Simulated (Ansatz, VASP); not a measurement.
## KF: VASP beside Ansatz

The input INCAR:

```
SYSTEM = KF
PREC = Accurate
ENCUT = 520
EDIFF = 1E-6
ISMEAR = 0
SIGMA = 0.05
LREAL = .FALSE.
LASPH = .TRUE.
NELM = 100
ALGO = Normal
ISIF = 2
LWAVE = .FALSE.
LCHARG = .TRUE.
GGA = PE
LELF = .TRUE.
LVHAR = .TRUE.
NBANDS = 15
```

Contents of KPOINTS:

```
regular mesh
0
G
  8 8 8
  0 0 0
```

File POSCAR:

```
KF
1.0
    0.0000000000      2.6735000000      2.6735000000
    2.6735000000      0.0000000000      2.6735000000
    2.6735000000      2.6735000000      0.0000000000
K F
1 1
Direct
   -0.0280531139      0.0280531139      0.0280531139
    0.5000000000      0.5000000000      0.5000000000
```

Input for Ansatz:

```yaml
crystal:
  lattice:
    - [0.0, 2.6735, 2.6735]
    - [2.6735, 0.0, 2.6735]
    - [2.6735, 2.6735, 0.0]
  atoms:
    - { symbol: K, position: [-0.0280531139, 0.0280531139, 0.0280531139] }
    - { symbol: F, position: [0.5, 0.5, 0.5] }
basis:
  ecutwfc: 420
kpoints:
  mp_grid: { grid: [8, 8, 8] }
hamiltonian:
  xc: pbe
scf:
  occupations: { method: gaussian, width: 0.05 }
output:
  forces: true
  stress: true
  eigenvalues: true
```

Change from the starting cell: all K atoms moved +0.150 Å, as atom 1 along Cartesian [1 0 0].

Alike in both runs: task single point; functional PBE; k mesh 8 × 8 × 8; occupations gaussian, width 0.05 eV; no spin polarisation.

```csv
,VASP,Ansatz
version,VASP 6.6.1,Ansatz 0.2.0
potentials or method,"VASP PAW PBE potentials, release 64 (K_sv, F)","scalar-relativistic, plane waves, PAW"
plane-wave cutoff (eV),520,420
valence electrons in the cell,16,16
```

```csv
,VASP,Ansatz,Ansatz less VASP
gap on the k mesh at the Fermi level (eV),6.16,6.18,+0.016
least direct gap on the mesh (eV),6.16,6.18,+0.016
pressure (GPa),1.7,1.6,-0.05
largest component of the traceless stress (GPa),0.81,0.78,-0.030
rms of the force components (eV/Å),0.157,0.151,-0.0062
```

Atom by atom the forces differ by 0.006 eV/Å (rms over components). The functional is the same, so the differences come from potentials, cutoffs and numerics.

A k mesh can miss the band edges.
